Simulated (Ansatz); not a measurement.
# One structure, 3 elements: TiSi2, ZrSi2, HfSi2

Plane-wave DFT in Ansatz with scalar-relativistic PAW potentials, cutoff 500 eV, Γ-centred meshes chosen by cell and gap, Gaussian smearing with energies taken to zero width. Every cell was relaxed (cell and atoms) in a run of its own, within the symmetry of its start. Functional: r2SCAN.

All members share space group Cmcm and the same sites; only the element on one set of sites changes (Ti, Zr, Hf). Members needn't be the stable form of their composition. Energies over the elements, where given, are against the elements' standard states in the same functional (H₂, N₂, O₂ and halogens uncorrected, Hg as a solid). The first member:

Space group Cmcm (No. 63). a = 3.528 Å, b = 13.511 Å, c = 3.565 Å, α = 90.00°, β = 90.00°, γ = 90.00°
| atom | site | symmetry | x | y | z |
| --- | --- | --- | --- | --- | --- |
| Ti | 4c | m2m | 0.5000 | 0.6032 | 0.7500 |
| Si | 4c | m2m | 0.5000 | 0.9417 | 0.7500 |
| Si | 4c | m2m | 0.0000 | 0.7502 | 0.7500 |

```csv
compound,V (Å³/atom),a (Å),b (Å),c (Å),energy over elements (eV/atom)
TiSi2,14.16,3.528,13.511,3.565,-0.553
HfSi2,16.19,3.656,14.588,3.642,-0.563
```

Q: Predict the member with Zr.

A: V (Å³/atom) 16.75, a (Å) 3.689, b (Å) 14.864, c (Å) 3.666, energy over elements (eV/atom) -0.663. Interpolating linearly in period between Ti and Hf would give 15.17 Å³/atom (9.4 % too small), with -0.558 eV/atom over the elements. Over the whole series the volume has no steady trend down the group (least for Ti); all are metallic on the mesh; binding against the elements is strongest for Zr. Hf is no larger than Zr here (16.19 against 16.75 Å³/atom), as one expects from the lanthanide contraction and relativistic shrinking of 6s.

Spin-orbit coupling is left out, which matters for the bands of heavy elements.